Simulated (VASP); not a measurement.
A run of VASP 6.6.1:

Contents of POSCAR:

```
La2O3
1.0
    3.9380000000      0.0000000000      0.0000000000
   -1.9690000000      3.4104080401      0.0000000000
    0.0000000000      0.0000000000      6.1360000000
La O
2 3
Direct
    0.3333333333      0.6666666667      0.2454000000
    0.6666666667      0.3333333333      0.7546000000
    0.3333333333      0.6666666667      0.6471000000
    0.6666666667      0.3333333333      0.3529000000
    0.0000000000      0.0000000000      0.0000000000
```

File INCAR.step1:

```
ALGO = Normal
EDIFF = 1E-8
EDIFFG = -0.002
ENCUT = 600
IBRION = 2
ISIF = 3
ISMEAR = 0
LASPH = True
LCHARG = False
LREAL = False
LWAVE = False
NELM = 80
NSW = 40
PREC = Accurate
SIGMA = 0.05
```

File INCAR.step2:

```
ALGO = Normal
EDIFF = 1E-8
ENCUT = 600
IBRION = 8
ISIF = 2
ISMEAR = 0
LASPH = True
LCHARG = False
LEPSILON = True
LREAL = False
LWAVE = False
NELM = 80
NSW = 1
PREC = Accurate
SIGMA = 0.05
```

The input KPOINTS:

```
k-points
0
Gamma
  6 6 4
```

Potentials or basis: VASP PAW LDA potentials, release 64 (La, O).

Command:

```console
$ cat potpaw_LDA.64/La/POTCAR potpaw_LDA.64/O/POTCAR > POTCAR
$ cp INCAR.step1 INCAR
$ mpirun -np 1 vasp_std > vasp.out
$ cp CONTCAR POSCAR
$ cp INCAR.step2 INCAR
$ mpirun -np 1 vasp_std > vasp.out
```

Hardware: 1 thread of Intel(R) Xeon(R) Platinum 8488C (Sapphire Rapids), on a shared host.

Question: Estimate the wall time of this run.

Answer: Run time: 76 min on 1 thread of Intel(R) Xeon(R) Platinum 8488C (Sapphire Rapids) (shared host), peak memory 0.6 GiB. Counts: scf iterations 451, k points 24, ion steps 14.
